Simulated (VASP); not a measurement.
A run of VASP 6.6.1 is set up as follows.

File INCAR:

```
PREC     = Accurate       # precision mode
ENCUT    = 600            # plane-wave cutoff, eV
EDIFF    = 1E-7           # SCF threshold, eV
ISMEAR   = 0              # smearing method
SIGMA    = 0.1            # smearing width, eV
LREAL    = False          # projectors in reciprocal space
LASPH    = True           # aspherical terms in the spheres
NELM     = 60             # most SCF steps
ALGO     = Normal         # electronic algorithm
ISIF     = 3              # what is computed and relaxed
LWAVE    = False          # write WAVECAR
LCHARG   = False          # write CHGCAR
GGA      = PS             # functional
IBRION   = 2              # ionic algorithm
NSW      = 90             # ionic steps
EDIFFG   = -0.005         # ionic threshold
```

Contents of KPOINTS:

```
Automatic mesh
0
Gamma
  18 18 18
```

The input POSCAR:

```
Au
1.0
   -1.6198059000      1.6198059000      1.6198059000
    1.6198059000     -1.6198059000      1.6198059000
    1.6198059000      1.6198059000     -1.6198059000
Au
1
Direct
    0.0000000000      0.0000000000      0.0000000000
```

Potentials or basis: VASP PAW PBE potentials, release 64 (Au).

Launch:

```sh
$ cat potpaw_PBE.64/Au/POTCAR > POTCAR
$ mpirun -np 1 vasp_std > vasp.out
```

Question: Predict the relaxed cell.

Answer: a = 2.807 Å, b = 2.807 Å, c = 2.807 Å, α = 109.47°, β = 109.47°, γ = 109.47°.

Question: Predict the space group after relaxing (to 0.05 Å).

Answer: Im-3m (No. 229).

Question: What does it give for the relaxed volume?

Answer: 17.02 Å³/atom.

Question: Estimate the band gap on the k mesh.

Answer: None (metal or under the smearing width).

Final structure:
```cif
data_structure
_symmetry_space_group_name_H-M 'P 1'
_symmetry_Int_Tables_number 1
_cell_length_a 2.8066
_cell_length_b 2.8066
_cell_length_c 2.8066
_cell_angle_alpha 109.471
_cell_angle_beta 109.471
_cell_angle_gamma 109.471
_cell_volume 17.02
loop_
_atom_site_label
_atom_site_type_symbol
_atom_site_fract_x
_atom_site_fract_y
_atom_site_fract_z
_atom_site_occupancy
Au1 Au 0.00000 0.00000 0.00000 1
```

Caveat: the PAW data sets were made with another functional, which shifts forces and pressure a little. Spin-orbit coupling is left out, which matters for the levels of Au.
